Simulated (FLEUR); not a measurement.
A run of FLEUR MaX-R8.1 (later development tree) is set up as follows.

The input inp.xml:

```xml
<?xml version="1.0" encoding="UTF-8" standalone="no"?>
<fleurInput fleurInputVersion="0.39">
   <comment>
      Bi                                                                                                  
   </comment>
   <calculationSetup>
      <cutoffs Kmax="4.1" Gmax="12.7" GmaxXC="12.7" numbands="0"/>
      <scfLoop itmax="60" minDistance="0.00001" maxIterBroyd="15" imix="Anderson" alpha="0.05" precondParam="0.0" spinf="2.0" sdNocoIR="T"/>
      <coreElectrons ctail="T" frcor="F" kcrel="0" coretail_lmax="0"/>
      <xcFunctional name="PBEs" relativisticCorrections="F"/>
      <magnetism jspins="1"/>
      <soc l_soc="F" theta="0.0" phi="0.0" spav="F"/>
      <expertModes spex="0" secvar="F"/>
      <geometryOptimization l_f="T" forcealpha="1.0" forcemix="BFGS" epsdisp="0.0005" epsforce="0.0002"/>
      <ldaU l_linMix="F" mixParam="0.05" spinf="1.0"/>
   </calculationSetup>
   <cell>
      <bzIntegration valenceElectrons="42.0" mode="hist" fermiSmearingEnergy="0.00183747">
         <kPointListSelection listName="default-1"/>
         <!-- k-points included here -->
         <xi:include xmlns:xi="http://www.w3.org/2001/XInclude" href="kpts.xml"> </xi:include>
      </bzIntegration>
      <!-- symmetry operations included here -->
      <xi:include xmlns:xi="http://www.w3.org/2001/XInclude" href="sym.xml"> </xi:include>
      <bulkLattice scale="1.0">
         <bravaisMatrix>
            <row-1>    4.2849539875304998     2.4739193381895603     7.4417414786747997</row-1>
            <row-2>   -4.2849539875304998     2.4739193381895603     7.4417414786747997</row-2>
            <row-3>    0.0000000000000000    -4.9478386763791207     7.4417414786747997</row-3>
         </bravaisMatrix>
      </bulkLattice>
   </cell>
   <atomSpecies>
      <species name="Bismuth (Bi)" element="Bi" atomicNumber="83">
         <mtSphere radius="2.6" gridPoints="863" logIncrement="0.016"/>
         <atomicCutoffs lmax="10" lnonsphr="10"/>
         <electronConfig flipSpins="F">
            <coreConfig>(1s1/2) (2s1/2) (2p1/2) (2p3/2) (3s1/2) (3p1/2) (3p3/2) (4s1/2) (3d3/2) (3d5/2) (4p1/2) (4p3/2) (5s1/2) (4d3/2) (4d5/2) (4f5/2) (4f7/2)</coreConfig>
            <valenceConfig>(5p1/2) (5p3/2) (6s1/2) (5d3/2) (5d5/2) (6p1/2) (6p3/2)</valenceConfig>
            <stateOccupation state="(6p1/2)" spinUp="0.500000" spinDown="0.500000"/>
            <stateOccupation state="(6p3/2)" spinUp="1.000000" spinDown="1.000000"/>
         </electronConfig>
         <energyParameters s="6" p="6" d="5" f="5"/>
         <lo type="SCLO" l="1" n="5" eDeriv="0"/>
         <lo type="SCLO" l="1" n="5" eDeriv="1"/>
         <lo type="SCLO" l="0" n="6" eDeriv="2"/>
         <lo type="SCLO" l="2" n="5" eDeriv="2"/>
         <lo type="SCLO" l="3" n="5" eDeriv="2"/>
      </species>
   </atomSpecies>
   <atomGroups>
      <atomGroup species="Bismuth (Bi)">
         <relPos label="                   1">-.2298930000 -.2261685000 -.2390955000</relPos>
         <relPos label="                   2">.2298930000 .2261685000 .2390955000</relPos>
         <force calculate="T" relaxXYZ="TTT"/>
      </atomGroup>
   </atomGroups>
   <output dos="F" band="F" slice="F">
      <checks vchk="F" cdinf="F"/>
      <bandDOS minEnergy="-.5*Htr" maxEnergy="0.5*Htr" sigma="0.015" storeEVData="T"/>
      <vacuumDOS vacdos="F" integ="F" star="F" nstars="0" locx1="0.0" locy1="0.0" locx2="0.0" locy2="0.0" nstm="0" tworkf="0.0"/>
      <unfoldingBand unfoldBand="F" supercellX="1" supercellY="1" supercellZ="1"/>
      <plotting iplot="0" polar="F">
         <plot TwoD="T" vec1="  1.0  0.0  0.0" vec2="  0.0  1.0  0.0" vec3="  0.0  0.0  1.0" zero="  0.0  0.0  0.0" file="plot"/>
      </plotting>
      <chargeDensitySlicing numkpt="0" minEigenval="0.0" maxEigenval="0.0" nnne="0" pallst="F"/>
      <specialOutput eonly="F"/>
      <moessbauerParams electricFieldGradient="T" isomerShift="T" coreHyperfine="T" valenceHyperfine="T"/>
      <magneticCircularDichroism mcd="F" energyLo="-10.0" energyUp="0.0"/>
   </output>
  <!-- We include the file relax.xml here to enable relaxations (see documentation) -->
  <xi:include xmlns:xi="http://www.w3.org/2001/XInclude" href="relax.xml"> <xi:fallback/> </xi:include>
</fleurInput>
```

Contents of crystal.txt:

```
Bi
&input cartesian=F /
2.2675000000  1.3091417354  3.9380000000
-2.2675000000  1.3091417354  3.9380000000
0.0000000000  -2.6182834708  3.9380000000
1.8897261246
1.0 1.0 1.0

2
83 0.7724340000  0.7862450000  0.7540610000
83 0.2322200000  0.2385820000  0.2322520000

&kpt div1=7 div2=7 div3=7 gamma=T /
```

Potentials or basis: all-electron, FLAPW.

The run is started by

```sh
$ inpgen -f crystal.txt -profile fastHighL
$ # inp.xml edited to the form shown
$ fleur_MPI
```

Predict the largest force.

0.443 eV/Å.

Predict the band gap on the k mesh.

0.23 eV, indirect (least direct gap 0.51 eV).

Core levels (eV from the Fermi level):
```tsv
atom	levels
1 Bi	1s1/2 -90489.1, 2s1/2 -16240.9, 2p1/2 -15602.9, 2p3/2 -13283.9, 3s1/2 -3916.6, 3p1/2 -3628.6, 3p3/2 -3109.4, 4s1/2 -895.4, 3d3/2 -2638.2, 3d5/2 -2528.1, 4p1/2 -770.3, 4p3/2 -642.3, 5s1/2 -153.0, 4d3/2 -439.0, 4d5/2 -415.1, 4f5/2 -151.2, 4f7/2 -145.7
2 Bi	1s1/2 -90489.1, 2s1/2 -16240.9, 2p1/2 -15602.9, 2p3/2 -13283.9, 3s1/2 -3916.6, 3p1/2 -3628.6, 3p3/2 -3109.4, 4s1/2 -895.4, 3d3/2 -2638.2, 3d5/2 -2528.1, 4p1/2 -770.3, 4p3/2 -642.3, 5s1/2 -153.0, 4d3/2 -439.0, 4d5/2 -415.1, 4f5/2 -151.2, 4f7/2 -145.7
```

Caveat: spin-orbit coupling is left out, which as a rule narrows the gap of such compounds by several tenths of an eV; an odd mesh through Γ misses points on the zone boundary, where band edges often lie.
